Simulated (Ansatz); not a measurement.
# MoS2: a single-point run

Wanted: a converged single-point run for MoS2, and a check of what comes out. The structure is shown as the input types it.

The COD entry's cell or inner coordinates are ideal or old and differ from later refinements, so a difference from it is no clean test against experiment.

Program: Ansatz 0.2.0. Level of theory: density functional or hybrid calculation with the settings of its input, plane waves (as first typed). These are calculated values, not measurements.

4 further runs of the same task are left out: 2 for a known fault of the program, 2 that didn't finish.

## 1. The system as given

It takes space group R-3m (No. 166, trigonal). Conventional cell: a = 3.193 Å, b = 3.193 Å, c = 18.231 Å, α = 90.00°, β = 90.00°, γ = 120.00°. Mo (site symmetry -3m) is surrounded by 6 S at 2.42 Å. S (site symmetry 3m) has 3 Mo at 2.42 Å as nearest neighbours.

The input asks for a charge of +1 e on the cell.

As a file:

```
Mo S
1.0
     1.59655    0.92177    6.07692
    -1.59655    0.92177    6.07692
     0.00000   -1.84353    6.07692
Mo S
1 2
Direct
  0.00000 0.00000 0.00000
  0.75258 0.75258 0.75258
  0.24742 0.24742 0.24742
```

## 2. The run

Contents of input.yaml:

```yaml
crystal:
  lattice:
    - [1.5965478212, 0.9217673143, 6.0769183289]
    - [-1.5965478212, 0.9217673143, 6.0769183289]
    - [0.0, -1.8435346286, 6.0769183289]
  atoms:
    - { symbol: Mo, position: [0.0, 0.0, 0.0] }
    - { symbol: S, position: [0.7525775323, 0.7525775323, 0.7525775323] }
    - { symbol: S, position: [0.2474224677, 0.2474224677, 0.2474224677] }
kpoints:
  mp_grid: { grid: [6, 6, 6] }
hamiltonian:
  xc: pbesol
scf:
  occupations: { method: fermi_dirac, width: 0.02 }
  n_extra_bands: 4
  max_iter: 54
output:
  forces: true
  stress: true
  eigenvalues: true
total_charge: 1
```

Launch:

```console
$ ansatz run input.yaml --threads 4 --pin off --max-ram 3686MiB --backend cpu --events-out ev --progress --plain --runs-dir out
```

Q: Will this input give a usable result? If not, why, and what should change?

The program finished normally. Convergence says nothing about whether the input makes sense.

Look at the input: total_charge is 1. The typed charge changes the electron count, so this is no longer the system that was meant.

The test: delete total_charge (the default then holds).
